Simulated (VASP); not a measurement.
# Mg (P6_3/mmc) in VASP: notebook

One crystal, Mg, is run at these levels: BLYP+D3, BLYP+D3(BJ); tasks: relaxation of cell and atoms.

All numbers are computed with VASP 6.6.1; they aren't measurements. Logs are shortened: lines on timing, memory, paths and dates and some standing lists are left out, and cuts for length are marked.

### 1 Starting point

Symmetry: P6_3/mmc, No. 194, hexagonal system. The conventional cell has a = 3.209 Å, b = 3.209 Å, c = 5.210 Å, α = 90.00°, β = 90.00°, γ = 120.00°. Around Mg (site symmetry -6m2) lie 12 Mg at 3.20 to 3.21 Å.

### 2 Relaxation of cell and atoms, BLYP+D3

The input, INCAR:

```
PREC = Accurate ; ENCUT = 600
EDIFF = 1E-6 ; ISMEAR = -1
SIGMA = 0.05 ; LREAL = False
LASPH = True ; NELM = 100
ALGO = Fast ; ISIF = 3
LWAVE = False ; LCHARG = False
GGA = B5 ; ALDAX = 1.0
AGGAX = 1.0 ; AGGAC = 1.0
ALDAC = 0.0 ; IVDW = 11
VDW_S6 = 1.0 ; VDW_S8 = 1.682
VDW_SR = 1.094 ; VDW_SR8 = 1.0
IBRION = 2 ; NSW = 60
EDIFFG = -0.01
```

The input, KPOINTS:

```
regular mesh
0
Gamma
  10 10 5
```

The input, POSCAR:

```
Mg
1.0
    3.2093000000      0.0000000000      0.0000000000
   -1.6046500000      2.7793353284      0.0000000000
    0.0000000000      0.0000000000      5.2103000000
Mg
2
Direct
    0.6666666667      0.3333333333      0.7500000000
    0.3333333333      0.6666666667      0.2500000000
```

Potentials or basis: VASP PAW PBE potentials, release 64 (Mg).

On the command line:

```bash
cat potpaw_PBE.64/Mg/POTCAR > POTCAR
mpirun -np 1 vasp_std > vasp.out
```

OUTCAR:

```text
PREC = Accurate
   ENCUT = 600
   EDIFF = 1E-6
   ISMEAR = -1
   LREAL = False
   LASPH = True
   NELM = 100
   ISIF = 3
   GGA = B5
   IVDW = 11
   IBRION = 2
   NSW = 60
   EDIFFG = -0.01
 IVDW          = 11

 ion  position               nearest neighbor table
   1  0.667  0.333  0.750-   2 3.20   2 3.20   2 3.20   2 3.20   2 3.20   2 3.20
   2  0.333  0.667  0.250-   1 3.20   1 3.20   1 3.20   1 3.20   1 3.20   1 3.20

  LATTYP: Found a hexagonal cell.
 ALAT       =     3.2093000000
 C/A-ratio  =     1.6235004518

  Lattice vectors:

 A1 = (   3.2093000000,   0.0000000000,   0.0000000000)
 A2 = (  -1.6046500000,   2.7793353284,   0.0000000000)
 A3 = (   0.0000000000,   0.0000000000,   5.2103000000)

Analysis of symmetry for initial positions (statically):
=====================================================================
 Subroutine PRICEL returns:
 Original cell was already a primitive cell.

 Routine SETGRP: Setting up the symmetry group for a
 hexagonal supercell.

 Subroutine GETGRP returns: Found 24 space group operations
 (whereof 12 operations were pure point group operations)
 out of a pool of 24 trial point group operations.

The static configuration has the point symmetry D_3d.
 The point group associated with its full space group is D_6h.

Analysis of symmetry for dynamics (positions and initial velocities):
=====================================================================
 Subroutine PRICEL returns:
 Original cell was already a primitive cell.

 Routine SETGRP: Setting up the symmetry group for a
 hexagonal supercell.

 Subroutine GETGRP returns: Found 24 space group operations
 (whereof 12 operations were pure point group operations)
 out of a pool of 24 trial point group operations.

The dynamic configuration has the point symmetry D_3d.
 The point group associated with its full space group is D_6h.

 Subroutine INISYM returns: Found 24 space group operations
 (whereof 12 operations are pure point group operations),
 and found     1 'primitive' translations

----------------------------------------------------------------------------------------

                                     Primitive cell

  volume of cell :      46.4744

  direct lattice vectors                    reciprocal lattice vectors
     3.209300000  0.000000000  0.000000000     0.311594429  0.179899127  0.000000000
    -1.604650000  2.779335328  0.000000000     0.000000000  0.359798255  0.000000000
     0.000000000  0.000000000  5.210300000     0.000000000  0.000000000  0.191927528

  length of vectors
     3.209300000  3.209300000  5.210300000     0.359798255  0.359798255  0.191927528

[... 72 lines left out ...]
   ISTART =      0    job   : 0-new  1-cont  2-samecut
   ICHARG =      2    charge: 1-file 2-atom 10-const
   ISPIN  =      1    spin polarized calculation?
   LNONCOLLINEAR =      F non collinear calculations
   LSORBIT =      F    spin-orbit coupling
   LASPH  =      T    aspherical Exc in radial PAW
   ENCUT  =  600.0 eV  44.10 Ry    6.64 a.u.   6.41  6.41 10.41*2*pi/ulx,y,z
   NELM   =    100;   NELMIN=  2; NELMDL= -5     # of ELM steps
   EDIFF  = 0.1E-05   stopping-criterion for ELM
   LREAL  =      F    real-space projection
   EDIFFG = -.1E-01   stopping-criterion for IOM
   NSW    =     60    number of steps for IOM
   IBRION =      2    ionic relax: 0-MD 1-quasi-New 2-CG
   NFREE  =      1    steps in history (QN), initial steepest desc. (CG)
   ISIF   =      3    stress and relaxation
   ISYM   =      2    0-nonsym 1-usesym 2-fastsym
   POTIM  = 0.5000    time-step for ionic-motion
   TEBEG  =    0.0;   TEEND  =   0.0 temperature during run
   PSTRESS=    0.0 pullay stress
   NELECT =       4.0000    total number of electrons
   NUPDOWN=      -1.0000    fix difference up-down
   EMIN   =  10.00;   EMAX   =-10.00  energy-range for DOS
   EFERMI =   0.00;   METHOD = LEGACY
   ISMEAR =    -1;   SIGMA  =   0.05  broadening in eV -4-tet -1-fermi 0-gaus
   EFERMI_NEDOS =   21; number of points for ismear=-14 and -15
   IALGO  =     68    algorithm
   IMIX   =      4    mixing-type and parameters
     AMIX     =   0.40;   BMIX     =  1.00
     AMIX_MAG =   1.60;   BMIX_MAG =  1.00
  volume/ion in A,a.u.               =      23.24       156.81
  Fermi-wavevector in a.u.,A,eV,Ry     =   0.722809  1.365911  7.108401  0.522453
  Thomas-Fermi vector in A             =   1.812866
   LORBIT       =      0    0 simple, 1 ext, 2 COOP (PROOUT), +10 PAW based schemes
   GGA     = B5    functional components
   LHFCALC =     F    Hartree Fock is set to
   AEXX    =    0.0000 exact exchange contribution
   IVDW    =    11    specifies the selected vdW correction
   LEPSILON=     F    determine dielectric tensor
   LRPA    =     F    only Hartree local field effects (RPA)
 conjugate gradient relaxation of ions
 non-spin polarized calculation
 RMM-DIIS sequential band-by-band and
  energy-cutoff  :      600.00
  volume of cell :       46.47
 maximum number of plane-waves:      1578
 NGX is ok and might be reduce to    28
   NGX = 13   NGY = 13   NGZ = 21

--------------------------------------- Ionic step        1  -------------------------------------------

 number of electron       4.0000000 magnetization

 Free energy of the ion-electron system (eV)
  ---------------------------------------------------
  ext. energy  EPLUGINS =         0.00000000
  ---------------------------------------------------
  free energy    TOTEN  =        -1.48733669 eV

  energy without entropy =       -1.47516042  energy(sigma->0) =       -1.48124855

------------------------ aborting loop because EDIFF is reached ----------------------------------------

 Edisp (eV)   -0.73405

 E8    (eV) :    -0.5072
[... 231 lines left out ...]
--------------------------------------- Ionic step        7  -------------------------------------------

 number of electron       4.0000000 magnetization

 Free energy of the ion-electron system (eV)
  ---------------------------------------------------
  ext. energy  EPLUGINS =         0.00000000
  ---------------------------------------------------
  free energy    TOTEN  =        -1.46715871 eV

  energy without entropy =       -1.45924460  energy(sigma->0) =       -1.46320165

 E-fermi :   3.4053     XC(G=0):  -8.2096

 val. band max:        3.3983623323   @ k =   0.3000   0.0000   0.0000
 cond. band min:       3.4475841636   @ k =   0.4000   0.1000   0.4000
 fundamental gap:      0.0492218313
 Fermi energy:         3.4052818676

 k-point     1 :       0.0000    0.0000    0.0000
  band No.  band energies     occupation
      1      -3.7947      2.00000
      2       1.4645      2.00000
      3       1.6624      2.00000
      4      14.9974      0.00000
      5      14.9974      0.00000
      6      15.2104      0.00000
[... 199 lines left out ...]
 k-point    24 :       0.4000    0.1000    0.2000
  band No.  band energies     occupation
      1       0.6971      2.00000
      2       2.5875      2.00000
      3       3.9401      0.00005
      4       5.7569      0.00000
      5       7.6783      0.00000
      6       8.8092      0.00000

 [... further k-points ...]

------------------------ aborting loop because EDIFF is reached ----------------------------------------

 Edisp (eV)   -0.77575

 E8    (eV) :    -0.5299
[... 25 lines left out ...]
  FREE ENERGIE OF THE ION-ELECTRON SYSTEM (eV)
  ---------------------------------------------------
  free  energy   TOTEN  =        -2.2429119749 eV

  energy  without entropy=       -2.2349978709  energy(sigma->0) =       -2.23895492

 reached required accuracy - stopping structural energy minimisation
```

CONTCAR:

```text
Mg
   1.00000000000000
     3.1023323927194242   -0.0000000000000000    0.0000000000000000
    -1.5511661963597121    2.6866986631095333    0.0000000000000000
     0.0000000000000000    0.0000000000000000    5.2374208947455001
  Mg
     2
Direct
     0.6666666667000030    0.3333333332999970    0.7500000000000000
     0.3333333332999970    0.6666666667000030    0.2500000000000000

  0.00000000E+00  0.00000000E+00  0.00000000E+00
  0.00000000E+00  0.00000000E+00  0.00000000E+00
```

Wall time 76 s (1 thread of AMD EPYC 9R45 (Zen 5), shared host); peak memory 0.17 GiB.

What came out:

- Free energy: -2.2429 eV
- Relaxed volume: 21.83 Å³/atom
- Relaxed cell: a = 3.102 Å, b = 3.102 Å, c = 5.237 Å, α = 90.00°, β = 90.00°, γ = 120.00°
- Space group after relaxing (to 0.05 Å): P6_3/mmc (No. 194)
- Energy gained by relaxing: 10.8 meV/atom
- Ionic steps: 7
- Pressure after relaxing: 0.0 GPa
- Band gap on the k mesh: none (metal or under the smearing width)
- Dispersion energy per atom: -0.388 eV

The path:
| step | energy change (eV) | largest force (eV/Å) | pressure (GPa) | volume (Å³) |
| --- | --- | --- | --- | --- |
| 1 | 0.0000 | 0.0000 | -1.55 | 46.47 |
| 2 | -0.0138 | 0.0000 | -0.82 | 44.97 |
| 3 | -0.0197 | 0.0000 | 0.20 | 43.33 |
| 4 | -0.0210 | 0.0000 | 0.17 | 43.38 |
| 5 | -0.0214 | 0.0000 | 0.17 | 43.43 |
| 6 | -0.0214 | 0.0000 | 0.17 | 43.44 |
| 7 | -0.0215 | 0.0000 | 0.02 | 43.65 |

Final structure:
```
CELL_PARAMETERS angstrom
3.10233 0.00000 0.00000
-1.55117 2.68670 0.00000
0.00000 0.00000 5.23742
ATOMIC_POSITIONS crystal
Mg 0.66667 0.33333 0.75000
Mg 0.33333 0.66667 0.25000
```

Levels at points of the mesh, in eV from the Fermi level:
```
           k point  band 1  band 2  band 3  band 4  band 5  band 6
(0.00, 0.00, 0.00)   -7.20   -1.94   -1.74   11.59   11.59   11.81
(0.50, 0.00, 0.00)   -2.13   -2.13    2.65    3.03    3.05    3.52
```

Caveat: the PAW data sets were made with another functional, which shifts forces and pressure a little; pairwise dispersion overbinds metals, which lowers pressure and volume.

### 3 Relaxation of cell and atoms, BLYP+D3(BJ)

The input, INCAR:

```
PREC = Accurate
ENCUT = 600
EDIFF = 1E-6
ISMEAR = -1
SIGMA = 0.05
LREAL = False
LASPH = True
NELM = 60
ALGO = Normal
ISIF = 3
LWAVE = False
LCHARG = False
GGA = B5
ALDAX = 1.0
AGGAX = 1.0
AGGAC = 1.0
ALDAC = 0.0
IVDW = 12
VDW_S6 = 1.0
VDW_S8 = 2.6996
VDW_A1 = 0.4298
VDW_A2 = 4.2359
IBRION = 2
NSW = 40
EDIFFG = -0.01
```

KPOINTS is that of step 2.

POSCAR is that of step 2.

Potentials or basis: VASP PAW PBE potentials, release 64 (Mg).

On the command line:

```bash
cat potpaw_PBE.64/Mg/POTCAR > POTCAR
mpirun -np 1 vasp_std > vasp.out
```

OUTCAR:

```text
PREC = Accurate
   ENCUT = 600
   EDIFF = 1E-6
   ISMEAR = -1
   LREAL = False
   LASPH = True
   NELM = 60
   ISIF = 3
   GGA = B5
   IVDW = 12
   IBRION = 2
   NSW = 40
   EDIFFG = -0.01
 IVDW          = 12

 ion  position               nearest neighbor table
   1  0.667  0.333  0.750-   2 3.20   2 3.20   2 3.20   2 3.20   2 3.20   2 3.20
   2  0.333  0.667  0.250-   1 3.20   1 3.20   1 3.20   1 3.20   1 3.20   1 3.20

  LATTYP: Found a hexagonal cell.
 ALAT       =     3.2093000000
 C/A-ratio  =     1.6235004518

  Lattice vectors:

 A1 = (   3.2093000000,   0.0000000000,   0.0000000000)
 A2 = (  -1.6046500000,   2.7793353284,   0.0000000000)
 A3 = (   0.0000000000,   0.0000000000,   5.2103000000)

Analysis of symmetry for initial positions (statically):
=====================================================================
 Subroutine PRICEL returns:
 Original cell was already a primitive cell.

 Routine SETGRP: Setting up the symmetry group for a
 hexagonal supercell.

 Subroutine GETGRP returns: Found 24 space group operations
 (whereof 12 operations were pure point group operations)
 out of a pool of 24 trial point group operations.

The static configuration has the point symmetry D_3d.
 The point group associated with its full space group is D_6h.

Analysis of symmetry for dynamics (positions and initial velocities):
=====================================================================
 Subroutine PRICEL returns:
 Original cell was already a primitive cell.

 Routine SETGRP: Setting up the symmetry group for a
 hexagonal supercell.

 Subroutine GETGRP returns: Found 24 space group operations
 (whereof 12 operations were pure point group operations)
 out of a pool of 24 trial point group operations.

The dynamic configuration has the point symmetry D_3d.
 The point group associated with its full space group is D_6h.

 Subroutine INISYM returns: Found 24 space group operations
 (whereof 12 operations are pure point group operations),
 and found     1 'primitive' translations

[... 103 lines left out ...]
   TEBEG  =    0.0;   TEEND  =   0.0 temperature during run
   PSTRESS=    0.0 pullay stress
   NELECT =       4.0000    total number of electrons
   NUPDOWN=      -1.0000    fix difference up-down
   EMIN   =  10.00;   EMAX   =-10.00  energy-range for DOS
   EFERMI =   0.00;   METHOD = LEGACY
   ISMEAR =    -1;   SIGMA  =   0.05  broadening in eV -4-tet -1-fermi 0-gaus
   EFERMI_NEDOS =   21; number of points for ismear=-14 and -15
   IALGO  =     38    algorithm
   IMIX   =      4    mixing-type and parameters
     AMIX     =   0.40;   BMIX     =  1.00
     AMIX_MAG =   1.60;   BMIX_MAG =  1.00
  volume/ion in A,a.u.               =      23.24       156.81
  Fermi-wavevector in a.u.,A,eV,Ry     =   0.722809  1.365911  7.108401  0.522453
  Thomas-Fermi vector in A             =   1.812866
   LORBIT       =      0    0 simple, 1 ext, 2 COOP (PROOUT), +10 PAW based schemes
   GGA     = B5    functional components
   LHFCALC =     F    Hartree Fock is set to
   AEXX    =    0.0000 exact exchange contribution
   IVDW    =    12    specifies the selected vdW correction
   LEPSILON=     F    determine dielectric tensor
   LRPA    =     F    only Hartree local field effects (RPA)
 conjugate gradient relaxation of ions
 non-spin polarized calculation
  energy-cutoff  :      600.00
  volume of cell :       46.47
 maximum number of plane-waves:      1578
 NGX is ok and might be reduce to    28
   NGX = 13   NGY = 13   NGZ = 21

--------------------------------------- Ionic step        1  -------------------------------------------

 number of electron       4.0000000 magnetization

 Free energy of the ion-electron system (eV)
  ---------------------------------------------------
  ext. energy  EPLUGINS =         0.00000000
  ---------------------------------------------------
  free energy    TOTEN  =        -1.48733681 eV

  energy without entropy =       -1.47516127  energy(sigma->0) =       -1.48124904

------------------------ aborting loop because EDIFF is reached ----------------------------------------

 Edisp (eV)   -1.28618

 E8    (eV) :    -0.9491
[... 271 lines left out ...]
--------------------------------------- Ionic step        8  -------------------------------------------

 number of electron       4.0000000 magnetization

 Free energy of the ion-electron system (eV)
  ---------------------------------------------------
  ext. energy  EPLUGINS =         0.00000000
  ---------------------------------------------------
  free energy    TOTEN  =        -1.40206500 eV

  energy without entropy =       -1.39475472  energy(sigma->0) =       -1.39840986

 E-fermi :   3.7439     XC(G=0):  -8.4046

 val. band max:        3.6776552522   @ k =   0.5000   0.0000   0.4000
 cond. band min:       3.7821715249   @ k =   0.4000   0.1000   0.4000
 fundamental gap:      0.1045162727
 Fermi energy:         3.7439281039

 k-point     1 :       0.0000    0.0000    0.0000
  band No.  band energies     occupation
      1      -3.7263      2.00000
      2       1.7290      2.00000
      3       2.0940      2.00000
      4      15.6027      0.00000
      5      15.6027      0.00000
      6      15.9276      0.00000
[... 199 lines left out ...]
 k-point    24 :       0.4000    0.1000    0.2000
  band No.  band energies     occupation
      1       0.9138      2.00000
      2       2.8546      2.00000
      3       4.3198      0.00002
      4       6.1811      0.00000
      5       8.1675      0.00000
      6       9.3666      0.00000

 [... further k-points ...]

------------------------ aborting loop because EDIFF is reached ----------------------------------------

 Edisp (eV)   -1.45077

 E8    (eV) :    -1.0691
[... 25 lines left out ...]
  FREE ENERGIE OF THE ION-ELECTRON SYSTEM (eV)
  ---------------------------------------------------
  free  energy   TOTEN  =        -2.8528323507 eV

  energy  without entropy=       -2.8455220754  energy(sigma->0) =       -2.84917721

 reached required accuracy - stopping structural energy minimisation
```

CONTCAR:

```text
Mg
   1.00000000000000
     3.0503357030693992    0.0000000000000000    0.0000000000000000
    -1.5251678515346996    2.6416682089582535   -0.0000000000000000
     0.0000000000000000    0.0000000000000000    5.1013837460902742
  Mg
     2
Direct
     0.6666666667000030    0.3333333332999970    0.7500000000000000
     0.3333333332999970    0.6666666667000030    0.2500000000000000

  0.00000000E+00  0.00000000E+00  0.00000000E+00
  0.00000000E+00  0.00000000E+00  0.00000000E+00
```

Run time: 80 s. Hardware: 1 thread of AMD EPYC 9R45 (Zen 5), shared host; peak memory 0.17 GiB.

Results:

| Item | Value |
| --- | --- |
| Free energy | -2.8528 eV |
| Relaxed volume | 20.55 Å³/atom |
| Relaxed cell | a = 3.050 Å, b = 3.050 Å, c = 5.101 Å, α = 90.00°, β = 90.00°, γ = 120.00° |
| Space group after relaxing (to 0.05 Å) | P6_3/mmc (No. 194) |
| Energy gained by relaxing | 39.7 meV/atom |
| Ionic steps | 8 |
| Pressure after relaxing | 0.0 GPa |
| Band gap on the k mesh | none (metal or under the smearing width) |
| Dispersion energy per atom | -0.725 eV |

Step by step:
| step | energy change (eV) | largest force (eV/Å) | pressure (GPa) | volume (Å³) |
| --- | --- | --- | --- | --- |
| 1 | 0.0000 | 0.0000 | -3.93 | 46.47 |
| 2 | -0.0684 | 0.0000 | -1.52 | 42.74 |
| 3 | -0.0776 | 0.0000 | -0.01 | 41.09 |
| 4 | -0.0776 | 0.0000 | 0.10 | 40.98 |
| 5 | -0.0790 | 0.0000 | 0.10 | 41.00 |
| 6 | -0.0793 | 0.0000 | 0.10 | 41.01 |
| 7 | -0.0793 | 0.0000 | 0.10 | 41.01 |
| 8 | -0.0793 | 0.0000 | 0.00 | 41.11 |

Final structure:
```
Mg
1.0
     3.05034    0.00000    0.00000
    -1.52517    2.64167    0.00000
     0.00000    0.00000    5.10138
Mg
2
Direct
  0.66667 0.33333 0.75000
  0.33333 0.66667 0.25000
```

Caveat: the PAW data sets were made with another functional, which shifts forces and pressure a little; the volume moved by -12 % from the deposited cell, more than functionals usually miss; pairwise dispersion overbinds metals, which lowers pressure and volume.
